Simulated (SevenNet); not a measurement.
We consider fluorite SrF2, described by the machine-learned potential SevenNet-l3i5 (trained on PBE and PBE+U data).

Equation-of-state points:

```
V (Å³/atom)  E − E_lowest (meV/atom)  P (GPa)
-----------  -----------------------  -------
15.776                         14.74     4.97
16.028                          8.05     3.56
16.279                          3.48     2.27
16.531                          0.85     1.09
16.783                          0.00     0.00
17.035                          0.79    -1.00
17.286                          3.10    -1.93
17.538                          6.81    -2.79
17.790                         11.82    -3.58
```

Question: Estimate the bulk modulus and its pressure derivative from these points.

Answer: V0 = 16.783 Å³/atom, B0 = 69.8 GPa, B′ = 4.4 (fit to the energies at full precision).

Measured, for comparison: bulk modulus 69 GPa (temperature not stated, no zero-point or thermal correction; as tabulated in On the Morphology of Group II Metal Fluoride Nanocrystals at Finite Temperature …). Computed (rounded) less measured: bulk modulus +1 %. A static lattice is as a rule a little smaller and stiffer than an uncorrected measurement, which can account for part of this.

A machine-learned potential is trained on density-functional data: it inherits that level's misses and adds fitting errors of its own.

Static lattice: no zero-point or thermal effects.
